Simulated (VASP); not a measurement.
# SiC in VASP: notebook

The runs below take SiC through work function, with PBE, HSE06, r2SCAN, PBE0.

Program: VASP 6.6.1. These are calculated values, not measurements. Logs are shortened: lines on timing, memory, paths and dates and some standing lists are left out, and cuts for length are marked.

## (1) Starting point

The cell holds a sheet with vacuum, 2 atoms: a = 3.090 Å, b = 3.090 Å, c = 16.000 Å, α = 90.00°, β = 90.00°, γ = 120.00°.

The cell was built by a generator and needn't be a form met in nature.

## (2) Work function, PBE

INCAR

```
  PREC = Accurate
  ENCUT = 520
  EDIFF = 1E-6
  ISMEAR = 0
  SIGMA = 0.03
  LREAL = F
  LASPH = T
  NELM = 100
  ALGO = Normal
  ISIF = 2
  LWAVE = F
  LCHARG = T
  LDIPOL = T
  IDIPOL = 3
  DIPOL = 0.5 0.5 0.500
  GGA = PE
  LVHAR = T
  LVACPOTAV = T
  KPAR = 4
```

KPOINTS

```
Automatic mesh
0
Gamma
  12 12 1
```

POSCAR

```
SiC                                     
1.0
    3.0902841736      0.0000000000      0.0000000000
   -1.5451420868      2.6762646016      0.0000000000
    0.0000000000      0.0000000000     16.0000000000
  Si              C             
     1     1
Direct
     0.3333330000000032    0.6666669999999968    0.5000000000000000
     0.6666669999999968    0.3333330000000032    0.5000000000000000
```

Potentials or basis: VASP PAW PBE potentials, release 64 (Si, C).

Run with:

```sh
$ cat potpaw_PBE.64/Si/POTCAR potpaw_PBE.64/C/POTCAR > POTCAR
$ mpirun -np 4 vasp_std > vasp.out
```

OUTCAR:

```text
PREC = Accurate
   ENCUT = 520
   EDIFF = 1E-6
   ISMEAR = 0
   LREAL = F
   LASPH = T
   NELM = 100
   ISIF = 2
   GGA = PE

 ion  position               nearest neighbor table
   1  0.333  0.667  0.500-   2 1.78   2 1.78   2 1.78
   2  0.667  0.333  0.500-   1 1.78   1 1.78   1 1.78

  LATTYP: Found a hexagonal cell.
 ALAT       =     3.0902841736
 C/A-ratio  =     5.1775173742

  Lattice vectors:

 A1 = (   3.0902841736,   0.0000000000,   0.0000000000)
 A2 = (  -1.5451420868,   2.6762646016,   0.0000000000)
 A3 = (   0.0000000000,   0.0000000000,  16.0000000000)

Analysis of symmetry for initial positions (statically):
=====================================================================
 Subroutine PRICEL returns:
 Original cell was already a primitive cell.

 Routine SETGRP: Setting up the symmetry group for a
 hexagonal supercell.

 Subroutine GETGRP returns: Found 12 space group operations
 (whereof 12 operations were pure point group operations)
 out of a pool of 24 trial point group operations.

The static configuration has the point symmetry D_3h.

Analysis of symmetry for dynamics (positions and initial velocities):
=====================================================================
 Subroutine PRICEL returns:
 Original cell was already a primitive cell.

 Routine SETGRP: Setting up the symmetry group for a
 hexagonal supercell.

 Subroutine GETGRP returns: Found 12 space group operations
 (whereof 12 operations were pure point group operations)
 out of a pool of 24 trial point group operations.

The dynamic configuration has the point symmetry D_3h.

 Subroutine INISYM returns: Found 12 space group operations
 (whereof 12 operations are pure point group operations),
 and found     1 'primitive' translations

----------------------------------------------------------------------------------------

                                     Primitive cell

  volume of cell :     132.3267

  direct lattice vectors                    reciprocal lattice vectors
     3.090284174  0.000000000  0.000000000     0.323594836  0.186827565  0.000000000
    -1.545142087  2.676264602  0.000000000     0.000000000  0.373655131  0.000000000
     0.000000000  0.000000000 16.000000000     0.000000000  0.000000000  0.062500000

  length of vectors
     3.090284174  3.090284176 16.000000000     0.373655131  0.373655131  0.062500000

  position of ions in fractional coordinates (direct lattice)
     0.333333000  0.666667000  0.500000000
     0.666667000  0.333333000  0.500000000

  ion indices of the primitive-cell ions
   primitive index   ion index
                 1           1
[... 77 lines left out ...]
   PSTRESS=    0.0 pullay stress
   NELECT =       8.0000    total number of electrons
   NUPDOWN=      -1.0000    fix difference up-down
   EMIN   =  10.00;   EMAX   =-10.00  energy-range for DOS
   EFERMI =   0.00;   METHOD = LEGACY
   ISMEAR =     0;   SIGMA  =   0.03  broadening in eV -4-tet -1-fermi 0-gaus
   EFERMI_NEDOS =   21; number of points for ismear=-14 and -15
   IALGO  =     38    algorithm
   IMIX   =      4    mixing-type and parameters
     AMIX     =   0.40;   BMIX     =  1.00
     AMIX_MAG =   1.60;   BMIX_MAG =  1.00
  volume/ion in A,a.u.               =      66.16       446.49
  Fermi-wavevector in a.u.,A,eV,Ry     =   0.642523  1.214193  5.616981  0.412836
  Thomas-Fermi vector in A             =   1.709222
   LORBIT       =      0    0 simple, 1 ext, 2 COOP (PROOUT), +10 PAW based schemes
   GGA     = PE    functional components
   LHFCALC =     F    Hartree Fock is set to
   AEXX    =    0.0000 exact exchange contribution
   IVDW    =     0    specifies the selected vdW correction
   LEPSILON=     F    determine dielectric tensor
   LRPA    =     F    only Hartree local field effects (RPA)
 non-spin polarized calculation
 Gauss-broadening in eV      SIGMA  =   0.03
  energy-cutoff  :      520.00
  volume of cell :      132.33
 maximum number of plane-waves:      3584
 NGX is ok and might be reduce to    24
   NGX = 11   NGY = 11   NGZ = 59

 number of electron       8.0000001 magnetization

 dipolmoment           0.000000      0.000000     -0.000000 electrons x Angstroem

 Free energy of the ion-electron system (eV)
  ---------------------------------------------------
  ext. energy  EPLUGINS =         0.00000000
  ---------------------------------------------------
  free energy    TOTEN  =       -14.05331662 eV

  energy without entropy =      -14.05331662  energy(sigma->0) =      -14.05331662

 E-fermi :  -2.8051     XC(G=0):  -2.7093

 val. band max:       -2.9600419360   @ k =   0.3333   0.3333   0.0000
 cond. band min:      -0.4119277587   @ k =   0.5000  -0.0000   0.0000
 fundamental gap:      2.5481141774
 Fermi energy:        -2.8051135384

 k-point     1 :       0.0000    0.0000    0.0000
  band No.  band energies     occupation
      1     -16.6652      2.00000
      2      -6.7398      2.00000
      3      -4.2848      2.00000
      4      -4.2847      2.00000
      5       0.1121      0.00000
      6       1.8223      0.00000
      7       2.1742      0.00000
      8       3.3701      0.00000
[... 188 lines left out ...]
 k-point    19 :       0.3333    0.3333    0.0000
  band No.  band energies     occupation
      1     -13.1098      2.00000
      2     -10.2172      2.00000
      3      -8.6244      2.00000
      4      -2.9600      2.00000
      5      -0.3911      0.00000
      6       3.9570      0.00000
      7       4.3002      0.00000
      8       5.8700      0.00000

------------------------ aborting loop because EDIFF is reached ----------------------------------------

  FORCE on cell =-STRESS in cart. coord.  units (eV):
  Direction    XX          YY          ZZ          XY          YZ          ZX
  --------------------------------------------------------------------------------------
  -------------------------------------------------------------------------------------
  Total        0.2316152      0.2316152     -0.0061053      0.0000000      0.0000000     -0.0000000
  in kB        2.8043365      2.8043365     -0.0739214      0.0000000      0.0000000     -0.0000000
  external PRESSURE =       1.8449172 kB  Pullay stress =       0.0000000 kB

 VOLUME and BASIS-vectors are now :
 -----------------------------------------------------------------------------
  energy-cutoff  :      520.00
  volume of cell :      132.33
      direct lattice vectors                 reciprocal lattice vectors
     3.090284174  0.000000000  0.000000000     0.323594836  0.186827565  0.000000000
    -1.545142087  2.676264602  0.000000000     0.000000000  0.373655131  0.000000000
     0.000000000  0.000000000 16.000000000     0.000000000  0.000000000  0.062500000

 POSITION                                       TOTAL-FORCE (eV/Angst)
 -----------------------------------------------------------------------------------
     -0.00000      1.78418      8.00000         0.000000      0.000000      0.000000
      1.54514      0.89209      8.00000        -0.000000      0.000000      0.000000
 -----------------------------------------------------------------------------------
    total drift:                               -0.000565      0.000326      0.000000

  FREE ENERGIE OF THE ION-ELECTRON SYSTEM (eV)
  ---------------------------------------------------
  free  energy   TOTEN  =       -14.0533166238 eV

  energy  without entropy=      -14.0533166238  energy(sigma->0) =      -14.05331662

 vacuum level on the upper side and lower side of the slab         2.068         2.068
```

OSZICAR:

```text
N       E                     dE             d eps       ncg     rms          rms(c)
DAV:   1     0.451883792691E+02    0.45188E+02   -0.30118E+03   304   0.704E+02
DAV:   2    -0.113217352400E+02   -0.56510E+02   -0.52539E+02   424   0.113E+02
DAV:   3    -0.168802905233E+02   -0.55586E+01   -0.55586E+01   456   0.500E+01
[... 12 lines left out ...]
DAV:  16    -0.140532743673E+02   -0.69480E-04   -0.68931E-06   440   0.129E-02    0.246E-03
DAV:  17    -0.140533115133E+02   -0.37146E-04   -0.41504E-06   392   0.874E-03    0.574E-04
DAV:  18    -0.140533135193E+02   -0.20059E-05   -0.59798E-08   496   0.164E-03    0.326E-04
DAV:  19    -0.140533165223E+02   -0.30031E-05   -0.13462E-07   376   0.147E-03    0.669E-05
DAV:  20    -0.140533166238E+02   -0.10154E-06   -0.18156E-09   488   0.209E-04
   1 F= -.14053317E+02 E0= -.14053317E+02  d E =-.614713E-15
```

stdout:

```text
POSCAR found type information on POSCAR SiC
 POSCAR found :  2 types and       2 ions
 scaLAPACK will be used
 LDA part: xc-table for (Slater+PW92), standard interpolation
 POSCAR, INCAR and KPOINTS ok, starting setup
 FFT: planning ... GRIDC
 FFT: planning ... GRID_SOFT
 FFT: planning ... GRID
 WAVECAR not read
 entering main loop
 -----------------------------------------------------------------------------
|                                                                             |
|           W    W    AA    RRRRR   N    N  II  N    N   GGGG   !!!           |
|           W    W   A  A   R    R  NN   N  II  NN   N  G    G  !!!           |
|           W    W  A    A  R    R  N N  N  II  N N  N  G       !!!           |
|           W WW W  AAAAAA  RRRRR   N  N N  II  N  N N  G  GGG   !            |
|           WW  WW  A    A  R   R   N   NN  II  N   NN  G    G                |
|           W    W  A    A  R    R  N    N  II  N    N   GGGG   !!!           |
|                                                                             |
|     Did not find any points to average over, which means that no vacuum     |
|     field-free region was found. Please increase the size of  your cell     |
|     in the dimension of the dipole correction to obtain accurate            |
|     workfunction values.                                                    |
|                                                                             |
 -----------------------------------------------------------------------------
```

Run time: 16 s. Hardware: 4 MPI ranks of Intel Xeon Platinum 8488C (Sapphire Rapids), shared host; peak memory 0.24 GiB.

Results:

```
Free energy                            : -14.0533 eV
Band gap on the k mesh                 : 2.55 eV, indirect (least direct gap 2.57 eV)
Ionisation potential of the upper face : 5.03 eV
```

Levels at points of the mesh, in eV from the valence-band top:
```
           k point  band 1  band 2  band 3  band 4  band 5  band 6  band 7  band 8
(0.00, 0.00, 0.00)  -13.71   -3.78   -1.32   -1.32    3.07    4.78    5.13    6.33
(0.50, 0.00, 0.00)  -10.74   -7.89   -2.85   -0.70    2.55    3.87    8.03    9.14
```

## (3) Work function, HSE06

POSCAR is that of step 2.

INCAR.step1

```
  PREC = Accurate
  ENCUT = 520
  EDIFF = 1E-5
  ISMEAR = 0
  SIGMA = 0.03
  LREAL = F
  LASPH = T
  NELM = 100
  ALGO = Normal
  ISIF = 2
  LWAVE = T
  LDIPOL = T
  IDIPOL = 3
  DIPOL = 0.5 0.5 0.500
  GGA = PE
  KPAR = 4
```

INCAR.step2

```
  PREC = Accurate
  ENCUT = 520
  EDIFF = 1E-6
  ISMEAR = 0
  SIGMA = 0.03
  LREAL = F
  LASPH = T
  NELM = 100
  ALGO = Normal
  ISIF = 2
  LWAVE = F
  LCHARG = T
  LDIPOL = T
  IDIPOL = 3
  DIPOL = 0.5 0.5 0.500
  GGA = PE
  LHFCALC = T
  HFSCREEN = 0.2
  PRECFOCK = Fast
  LVHAR = T
  LVACPOTAV = T
  ISTART = 1
  KPAR = 4
```

KPOINTS

```
Automatic mesh
0
Gamma
  6 6 1
```

Potentials or basis: VASP PAW PBE potentials, release 64 (Si, C).

Run with:

```sh
$ cat potpaw_PBE.64/Si/POTCAR potpaw_PBE.64/C/POTCAR > POTCAR
$ cp INCAR.step1 INCAR
$ mpirun -np 4 vasp_std > vasp.out
$ cp INCAR.step2 INCAR
$ mpirun -np 4 vasp_std > vasp.out
```

OUTCAR:

```text
PREC = Accurate
   ENCUT = 520
   EDIFF = 1E-6
   ISMEAR = 0
   LREAL = F
   LASPH = T
   NELM = 100
   ISIF = 2
   GGA = PE
   LHFCALC = T
   HFSCREEN = 0.2
   PRECFOCK = Fast
   ISTART = 1

 ion  position               nearest neighbor table
   1  0.333  0.667  0.500-   2 1.78   2 1.78   2 1.78
   2  0.667  0.333  0.500-   1 1.78   1 1.78   1 1.78

  LATTYP: Found a hexagonal cell.
 ALAT       =     3.0902841736
 C/A-ratio  =     5.1775173742

  Lattice vectors:

 A1 = (   3.0902841736,   0.0000000000,   0.0000000000)
 A2 = (  -1.5451420868,   2.6762646016,   0.0000000000)
 A3 = (   0.0000000000,   0.0000000000,  16.0000000000)

Analysis of symmetry for initial positions (statically):
=====================================================================
 Subroutine PRICEL returns:
 Original cell was already a primitive cell.

 Routine SETGRP: Setting up the symmetry group for a
 hexagonal supercell.

 Subroutine GETGRP returns: Found 12 space group operations
 (whereof 12 operations were pure point group operations)
[... 164 lines left out ...]
 fundamental gap:      3.3621697393
 Fermi energy:        -3.2997155341

 k-point     1 :       0.0000    0.0000    0.0000
  band No.  band energies     occupation
      1     -18.7254      2.00000
      2      -7.6791      2.00000
      3      -5.0374      2.00000
      4      -5.0374      2.00000
      5       0.4013      0.00000
      6       1.8914      0.00000
      7       2.0758      0.00000
      8       3.6318      0.00000
[... 56 lines left out ...]
 k-point     7 :       0.3333    0.3333    0.0000
  band No.  band energies     occupation
      1     -14.8882      2.00000
      2     -11.4949      2.00000
      3      -9.7604      2.00000
      4      -3.4425      2.00000
      5      -0.0165      0.00000
      6       4.3662      0.00000
      7       5.0713      0.00000
      8       6.5247      0.00000

------------------------ aborting loop because EDIFF is reached ----------------------------------------

  FORCE on cell =-STRESS in cart. coord.  units (eV):
  Direction    XX          YY          ZZ          XY          YZ          ZX
  --------------------------------------------------------------------------------------
  -------------------------------------------------------------------------------------
  Total       -0.7514755     -0.7514755     -0.0027942      0.0000000     -0.0000000      0.0000000
  in kB       -9.0986703     -9.0986704     -0.0338311      0.0000000     -0.0000000      0.0000000
  external PRESSURE =      -6.0770573 kB  Pullay stress =       0.0000000 kB

 VOLUME and BASIS-vectors are now :
 -----------------------------------------------------------------------------
  energy-cutoff  :      520.00
  volume of cell :      132.33
      direct lattice vectors                 reciprocal lattice vectors
     3.090284174  0.000000000  0.000000000     0.323594836  0.186827565  0.000000000
    -1.545142087  2.676264602  0.000000000     0.000000000  0.373655131  0.000000000
     0.000000000  0.000000000 16.000000000     0.000000000  0.000000000  0.062500000

 POSITION                                       TOTAL-FORCE (eV/Angst)
 -----------------------------------------------------------------------------------
     -0.00000      1.78418      8.00000         0.000000      0.000000      0.000000
      1.54514      0.89209      8.00000        -0.000000     -0.000000      0.000000
 -----------------------------------------------------------------------------------
    total drift:                               -0.000545      0.000296      0.000001

  FREE ENERGIE OF THE ION-ELECTRON SYSTEM (eV)
  ---------------------------------------------------
  free  energy   TOTEN  =       -16.3222714084 eV

  energy  without entropy=      -16.3222714084  energy(sigma->0) =      -16.32227141

 vacuum level on the upper side and lower side of the slab         2.064         2.064
```

OUTCAR.step1:

```text
PREC = Accurate
   ENCUT = 520
   EDIFF = 1E-5
   ISMEAR = 0
   LREAL = F
   LASPH = T
   NELM = 100
   ISIF = 2
[... 283 lines left out ...]
     -0.00000      1.78418      8.00000         0.000000      0.000000      0.000000
      1.54514      0.89209      8.00000        -0.000000      0.000000      0.000000
 -----------------------------------------------------------------------------------
    total drift:                               -0.000566      0.000326      0.000000

  FREE ENERGIE OF THE ION-ELECTRON SYSTEM (eV)
  ---------------------------------------------------
  free  energy   TOTEN  =       -14.0506280371 eV

  energy  without entropy=      -14.0506280371  energy(sigma->0) =      -14.05062804

 vacuum level on the upper side and lower side of the slab         1.922         1.922
```

OSZICAR.step1:

```text
N       E                     dE             d eps       ncg     rms          rms(c)
DAV:   1     0.484158471506E+02    0.48416E+02   -0.29375E+03   112   0.684E+02
DAV:   2    -0.118492529141E+02   -0.60265E+02   -0.54534E+02   176   0.122E+02
DAV:   3    -0.168717272345E+02   -0.50225E+01   -0.50225E+01   168   0.503E+01
DAV:   4    -0.169251771138E+02   -0.53450E-01   -0.53450E-01   176   0.545E+00
DAV:   5    -0.169252404004E+02   -0.63287E-04   -0.63286E-04   168   0.238E-01    0.977E+00
DAV:   6    -0.142167524349E+02    0.27085E+01   -0.13331E+01   144   0.192E+01    0.377E+00
DAV:   7    -0.141129392332E+02    0.10381E+00   -0.28877E-01   200   0.384E+00    0.197E+00
DAV:   8    -0.140583398234E+02    0.54599E-01   -0.81804E-02   192   0.194E+00    0.363E-01
DAV:   9    -0.140532428435E+02    0.50970E-02   -0.52685E-03   184   0.451E-01    0.190E-01
DAV:  10    -0.140491118821E+02    0.41310E-02   -0.41516E-03   184   0.329E-01    0.790E-02
DAV:  11    -0.140493428215E+02   -0.23094E-03   -0.10083E-03   152   0.178E-01    0.404E-02
DAV:  12    -0.140495911992E+02   -0.24838E-03   -0.36407E-04   152   0.979E-02    0.216E-02
DAV:  13    -0.140498275971E+02   -0.23640E-03   -0.13671E-04   136   0.545E-02    0.950E-03
DAV:  14    -0.140500376416E+02   -0.21004E-03   -0.14611E-05   168   0.185E-02    0.698E-03
DAV:  15    -0.140505188688E+02   -0.48123E-03   -0.11539E-04   152   0.386E-02    0.378E-03
DAV:  16    -0.140505844749E+02   -0.65606E-04   -0.87375E-06   152   0.151E-02    0.294E-03
DAV:  17    -0.140506263335E+02   -0.41859E-04   -0.57201E-06   152   0.109E-02    0.544E-04
DAV:  18    -0.140506280371E+02   -0.17036E-05   -0.12544E-07   152   0.217E-03
   1 F= -.14050628E+02 E0= -.14050628E+02  d E =-.170202E-14
```

Wall time 32 s (4 MPI ranks of Intel Xeon Platinum 8488C (Sapphire Rapids), shared host); peak memory 0.32 GiB.

Results:

| Item | Value |
| --- | --- |
| Free energy | -16.3223 eV |
| Band gap on the k mesh | 3.36 eV, indirect (least direct gap 3.43 eV) |
| Ionisation potential of the upper face | 5.51 eV |

Caveat: the PAW data sets were made with another functional, which shifts forces and pressure a little.

(Continued in part 2 of 2.)
